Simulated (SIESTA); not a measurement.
The system is NiO.

```
Ni O
1.0
     0.00000    2.08590    2.08590
     2.08590    0.00000    2.08590
     2.08590    2.08590    0.00000
Ni O
1 1
Direct
  0.00000 0.00000 0.00000
  0.50000 0.50000 0.50000
```

Program: SIESTA 5.4.2. Alike in all runs: spin collinear, ferromagnetic start; cell as given; smearing fermi-dirac 0.05 eV; grid cutoff 800 Ry; energy shift 0.002 Ry.

Q: Order these runs on this cell by their pressure, lowest first.
A. level LDA; potentials or basis PseudoDojo 0.4 standard (LDA files), TZP (energy shift 0.002 Ry); k mesh 8 × 8 × 8
B. level vdW-DF-cx; potentials or basis PseudoDojo 0.4 standard (PBE files), DZP (energy shift 0.002 Ry); k mesh 11 × 11 × 11
C. level PBE; potentials or basis PseudoDojo 0.4 standard (PBE files), TZP (energy shift 0.002 Ry); k mesh 11 × 11 × 11

A: A (-18.9 GPa), B (-7.6 GPa), C (5.5 GPa).

Caveats: semicore shells carry a single zeta, which can move pressures by several GPa and volumes by a few percent; the basis of atomic orbitals isn't converged, which shifts pressures, moduli and gaps; a cell with one magnetic atom can't hold antiferromagnetic order, which such compounds often take; so large a pressure means that the cell lies far from this level's equilibrium, or that cutoff or potentials fall short (some runs); the potentials were made for another functional, which shifts forces and pressure (some runs).
